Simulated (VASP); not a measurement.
Input of a VASP 6.6.1 run:

INCAR

```
SYSTEM = Ir
PREC = Accurate ; ENCUT = 600
EDIFF = 1E-7 ; ISMEAR = 0
SIGMA = 0.1 ; LREAL = .FALSE.
LASPH = .TRUE. ; NELM = 80
ALGO = Normal ; ISIF = 3
LWAVE = .FALSE. ; LCHARG = .FALSE.
GGA = PS ; IBRION = 2
NSW = 90 ; EDIFFG = -0.005
```

The input KPOINTS:

```
Automatic mesh
0
G
  18 18 18
  0 0 0
```

File POSCAR:

```
Ir
1.0
    0.0000000000      1.9269646700      1.9269646700
    1.9269646700      0.0000000000      1.9269646700
    1.9269646700      1.9269646700      0.0000000000
Ir
1
Direct
    0.0000000000      0.0000000000      0.0000000000
```

Potentials or basis: VASP PAW PBE potentials, release 64 (Ir).

The run is started by

```sh
$ cat potpaw_PBE.64/Ir/POTCAR > POTCAR
$ mpirun -np 1 vasp_std > vasp.out
```

Question: Predict the relaxed cell.

Answer: a = 2.711 Å, b = 2.711 Å, c = 2.711 Å, α = 60.00°, β = 60.00°, γ = 60.00°.

Question: Estimate the relaxed volume.

Answer: 14.09 Å³/atom.

Final structure:
```
Ir
1.0
     0.00000    1.91690    1.91690
     1.91690    0.00000    1.91690
     1.91690    1.91690    0.00000
Ir
1
Direct
  0.00000 0.00000 0.00000
```

Caveat: the PAW data sets were made with another functional, which shifts forces and pressure a little. Spin-orbit coupling is left out, which matters for the levels of Ir.
